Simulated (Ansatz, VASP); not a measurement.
Two plane-wave programs on LiF (e600)

INCAR

```
SYSTEM = LiF
PREC = Accurate
ENCUT = 520
EDIFF = 1E-6
ISMEAR = 0
SIGMA = 0.1
LREAL = .False.
LASPH = .True.
NELM = 100
ALGO = Normal
ISIF = 2
LWAVE = .False.
LCHARG = .False.
GGA = PE
NBANDS = 12
```

File KPOINTS:

```
Automatic mesh
0
Gamma
  8 8 8
  0 0 0
```

File POSCAR:

```
LiF
1.0
    0.0000000000      2.0140000000      2.0140000000
    2.0140000000      0.0000000000      2.0140000000
    2.0140000000      2.0140000000      0.0000000000
Li F
1 1
Direct
    0.0000000000      0.0000000000      0.0000000000
    0.5000000000      0.5000000000      0.5000000000
```

Input for Ansatz:

```yaml
crystal:
  lattice:
    - [0.0, 2.014, 2.014]
    - [2.014, 0.0, 2.014]
    - [2.014, 2.014, 0.0]
  atoms:
    - { symbol: Li, position: [0.0, 0.0, 0.0] }
    - { symbol: F, position: [0.5, 0.5, 0.5] }
basis:
  ecutwfc: 600.0
kpoints:
  mp_grid: { grid: [8, 8, 8] }
hamiltonian:
  xc: pbe
  pseudopotentials: { kind: paw }
scf:
  occupations: { method: gaussian, width: 0.1 }
output:
  forces: true
  stress: true
  eigenvalues: true
```

Alike in both runs: task single point; functional PBE; k mesh 8 × 8 × 8; occupations gaussian, width 0.1 eV; no spin polarisation.

|  | VASP | Ansatz |
| --- | --- | --- |
| version | VASP 6.6.1 | Ansatz 0.2.0 |
| potentials or method | VASP PAW PBE potentials, release 64 (Li_sv, F) | scalar-relativistic, plane waves, PAW |
| plane-wave cutoff (eV) | 520 | 600 |
| valence electrons in the cell | 10 | 10 |

|  | VASP | Ansatz | Ansatz less VASP |
| --- | --- | --- | --- |
| gap on the k mesh at the Fermi level (eV) | 9.09 | 9.08 | -0.002 |
| least direct gap on the mesh (eV) | 9.09 | 9.08 | -0.002 |

With one functional, cell and mesh, what is left measures potentials, basis and numerics.

 A k mesh can miss the band edges.
